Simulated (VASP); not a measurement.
# ZnO (zincite) (P6_3mc) in VASP: further runs, part 2 of 2

VASP 6.6.1. Earlier steps stand in the parts before.

### Step 3. Dielectric tensor, PBE

Input file INCAR:

```
SYSTEM = ZnO
PREC     = Accurate       ! precision mode
ENCUT    = 650            ! plane-wave cutoff, eV
EDIFF    = 1E-8           ! SCF threshold, eV
ISMEAR   = 0              ! smearing method
SIGMA    = 0.01           ! smearing width, eV
LREAL    = .FALSE.        ! projectors in reciprocal space
LASPH    = .TRUE.         ! aspherical terms in the spheres
NELM     = 100            ! most SCF steps
ALGO     = Normal         ! electronic algorithm
ISIF     = 2              ! what is computed and relaxed
LWAVE    = .FALSE.        ! write WAVECAR
LCHARG   = .FALSE.        ! write CHGCAR
GGA      = PE             ! functional
LEPSILON = .TRUE.         ! dielectric tensor by DFPT
```

Input file KPOINTS:

```
Automatic mesh
0
G
  5 5 3
  0 0 0
```

Input file POSCAR:

```
ZnO
1.0
    3.2493080000      0.0000000000      0.0000000000
   -1.6246540000      2.8139832727      0.0000000000
    0.0000000000      0.0000000000      5.2057090000
Zn O
2 2
Direct
    0.6666666667      0.3333333333      0.0000000000
    0.3333333333      0.6666666667      0.5000000000
    0.3333333333      0.6666666667      0.8790100000
    0.6666666667      0.3333333333      0.3790100000
```

Potentials or basis: VASP PAW PBE potentials, release 64 (Zn, O).

On the command line:

```console
$ cat potpaw_PBE.64/Zn/POTCAR potpaw_PBE.64/O/POTCAR > POTCAR
$ mpirun -np 1 vasp_std > vasp.out
```

OUTCAR:

```text
SYSTEM = ZnO
   PREC = Accurate
   ENCUT = 650
   EDIFF = 1E-8
   ISMEAR = 0
   LREAL = .FALSE.
   LASPH = .TRUE.
   NELM = 100
   ISIF = 2
   GGA = PE
   LEPSILON = .TRUE.

 Found     10 irreducible k-points:

 Following reciprocal coordinates:
            Coordinates               Weight
  0.000000  0.000000  0.000000      1.000000
  0.200000 -0.000000  0.000000      6.000000
  0.400000 -0.000000  0.000000      6.000000
  0.200000  0.200000  0.000000      6.000000
  0.400000  0.200000  0.000000      6.000000
  0.000000  0.000000  0.333333      2.000000
   k-points           NKPTS =     10   k-points in BZ     NKDIM =     10   number of bands    NBANDS=     22
   number of dos      NEDOS =    301   number of ions     NIONS =      4
   total plane-waves  NPLWV =  37632
   dimension x,y,z NGX =    28 NGY =   28 NGZ =   48
   dimension x,y,z NGXF=    56 NGYF=   56 NGZF=   96
   ions per type =               2   2
   NGX,Y,Z   is equivalent  to a cutoff of  14.33, 14.33, 15.33 a.u.
   NGXF,Y,Z  is equivalent  to a cutoff of  28.65, 28.65, 30.66 a.u.
 SYSTEM =  ZnO
   PREC   = accura    normal or accurate (medium, high low for compatibility)
   ISTART =      0    job   : 0-new  1-cont  2-samecut
[... 269 lines left out ...]

  energy without entropy =       -1.23905790

------------------------ aborting loop because EDIFF is reached ----------------------------------------

 PIEZOELECTRIC TENSOR FIELD DIRECTION 3  (e Angst)
 -----------------------------------------------------------------------------
     1.25714  0.00000  0.00000           (  0.04607  0.00000  0.00000)
     0.00000  1.25714  0.00000           (  0.00000  0.04607  0.00000)
    -0.00000  0.00000 -2.53345           (  0.00000  0.00000 -0.11645)

 PIEZOELECTRIC TENSOR FIELD DIRECTION 3  (C/m^2)
 -----------------------------------------------------------------------------
     0.42316  0.00000  0.00000
     0.00000  0.42316  0.00000
    -0.00000  0.00000 -0.85277

 MACROSCOPIC STATIC DIELECTRIC TENSOR (including local field effects in DFT)
 ------------------------------------------------------
          11.279488    -0.000000    -0.000000
           0.000000    11.279488     0.000000
           0.000000     0.000000    10.076268
 ------------------------------------------------------

 PIEZOELECTRIC TENSOR (including local field effects)  for field in x, y, z        (e  Angst)
          XX          YY          ZZ          XY          YZ          ZX
  --------------------------------------------------------------------------------
  x     0.00000     0.00000     0.00000     0.00000     0.00000     1.37479
  y    -0.00000     0.00000     0.00000     0.00000     1.37478     0.00000
  z     1.25714     1.25714    -2.53345     0.00000     0.00000     0.00000

 PIEZOELECTRIC TENSOR (including local field effects)  for field in x, y, z        (C/m^2)
          XX          YY          ZZ          XY          YZ          ZX
  --------------------------------------------------------------------------------
  x     0.00000     0.00000     0.00000     0.00000     0.00000     0.46276
  y    -0.00000     0.00000     0.00000     0.00000     0.46276     0.00000
  z     0.42316     0.42316    -0.85277     0.00000     0.00000     0.00000

 BORN EFFECTIVE CHARGES (including local field effects) (in |e|, cummulative output)
 ---------------------------------------------------------------------------------
 ion    1
    1     2.35417     0.00000     0.00000
    2    -0.00000     2.35417     0.00000
    3    -0.00000     0.00000     2.34502
 ion    2
    1     2.35417     0.00000     0.00000
    2     0.00000     2.35417     0.00000
    3     0.00000    -0.00000     2.34502
 ion    3
    1    -2.35417     0.00000     0.00000
    2    -0.00000    -2.35417     0.00000
    3     0.00000     0.00000    -2.34502
 ion    4
    1    -2.35417     0.00000     0.00000
    2    -0.00000    -2.35417     0.00000
    3     0.00000     0.00000    -2.34502
```

stdout:

```text
POSCAR found type information on POSCAR ZnO
 POSCAR found :  2 types and       4 ions
 scaLAPACK will be used
 LDA part: xc-table for (Slater+PW92), standard interpolation
 POSCAR, INCAR and KPOINTS ok, starting setup
 FFT: planning ... GRIDC
 FFT: planning ... GRID_SOFT
 FFT: planning ... GRID
 WAVECAR not read
[... 32 lines left out ...]
 Linear response to external field (no local field effect), progress :
  Direction:   3
 dielectric tensor                  component  3 :    -0.242    -0.183    10.191
 Linear response to external field, progress :
  Direction:   1
 dielectric tensor                  component  1 :    11.279    -0.312    -0.000
 Linear response to external field, progress :
  Direction:   2
 dielectric tensor                  component  2 :    -0.585    11.279    -0.000
 Linear response to external field, progress :
  Direction:   3
 dielectric tensor                  component  3 :    -0.235    -0.178    10.076
 Born effective charges drift removed
```

It took 91 s on 1 thread of Intel Xeon 6975P-C (Granite Rapids), shared host; peak memory 0.25 GiB.

The run converged, but some of its settings lie outside the range that counts as converged, so its numbers aren't taken as properties of the crystal.

What came out:

```
Band gap on the k mesh                  : 0.79 eV, direct
Electronic dielectric tensor (diagonal) : 11.28, 11.28, 10.08
Born charges (mean of the diagonal)     : Zn +2.35; O -2.35 e
```

Caveat: the k mesh is coarse (spacing up to 0.45 Å⁻¹), so the values aren't converged.

### Step 4. The reference run

An earlier run on the cell as given: functional PBE; potentials or basis VASP PAW PBE potentials, release 64 (Zn, O); cutoff 520 eV; k mesh 9 × 9 × 5; occupations fermi-dirac, width 0.05 eV; no spin polarisation.

* Pressure: 6.0 GPa
* Largest force: 0.074 eV/Å
* Band gap on the k mesh: 0.79 eV, direct
